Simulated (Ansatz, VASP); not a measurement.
# MgO (Periclase) in VASP and in Ansatz

The input INCAR:

```
PREC = Accurate
ENCUT = 600
EDIFF = 1E-6
ISMEAR = 0
SIGMA = 0.02
LREAL = F
LASPH = T
NELM = 100
ALGO = Normal
ISIF = 3
LWAVE = F
LCHARG = F
GGA = CA
IBRION = 2
NSW = 100
EDIFFG = -0.005
```

The input KPOINTS:

```
Automatic mesh
0
Gamma
  10 10 10
```

POSCAR

```
MgO
1.0
    0.0000000000      2.1085000000      2.1085000000
    2.1085000000      0.0000000000      2.1085000000
    2.1085000000      2.1085000000      0.0000000000
Mg O
1 1
Direct
    0.0000000000      0.0000000000      0.0000000000
    0.5000000000      0.5000000000      0.5000000000
```

Input for Ansatz:

```yaml
crystal:
  lattice:
    - [0.0, 2.1085, 2.1085]
    - [2.1085, 0.0, 2.1085]
    - [2.1085, 2.1085, 0.0]
  atoms:
    - { symbol: Mg, position: [0.0, 0.0, 0.0] }
    - { symbol: O, position: [0.5, 0.5, 0.5] }
basis:
  ecutwfc: 420
kpoints:
  mp_grid: { grid: [10, 10, 10] }
hamiltonian:
  xc: lda
scf:
  occupations: { method: gaussian, width: 0.02 }
output:
  forces: true
  stress: true
  eigenvalues: true
  write_density: true
  write_potential: true
  elf: true
  volumetric_format: npy
relax:
  adjacent_minimum: "off"
  f_tol: 0.005
  max_steps: 80
  cell: { stress_tol: 0.05 }
```

Alike in both runs: task relaxation of cell and atoms; functional LDA; k mesh 10 × 10 × 10; occupations gaussian, width 0.02 eV; no spin polarisation.

```csv
,VASP,Ansatz
version,VASP 6.6.1,Ansatz 0.2.0
potentials or method,"VASP PAW LDA potentials, release 64 (Mg, O)","scalar-relativistic, plane waves, PAW"
plane-wave cutoff (eV),600,420
valence electrons in the cell,8,16
```

Ansatz gave:

```
gap on the k mesh at the Fermi level, each at its own relaxed structure (eV) : 5.03
relaxed volume (Å³/atom)                                                     : 8.99
relaxed cell length with the largest relative difference (Å)                 : 2.941
energy change over the relaxation (meV/atom)                                 : -8
```

Task: Which values does VASP return?

Result: gap on the k mesh at the Fermi level, each at its own relaxed structure (eV): 5.16; relaxed volume (Å³/atom): 8.89; relaxed cell length with the largest relative difference (Å): 2.930; energy change over the relaxation (meV/atom): -13.

The two sets of potentials don't hold the same shells in valence.

As with any semilocal functional, this LDA gap is likely too small. LDA usually gives volumes a few per cent too small. Zero-point motion and thermal expansion aren't in these numbers.
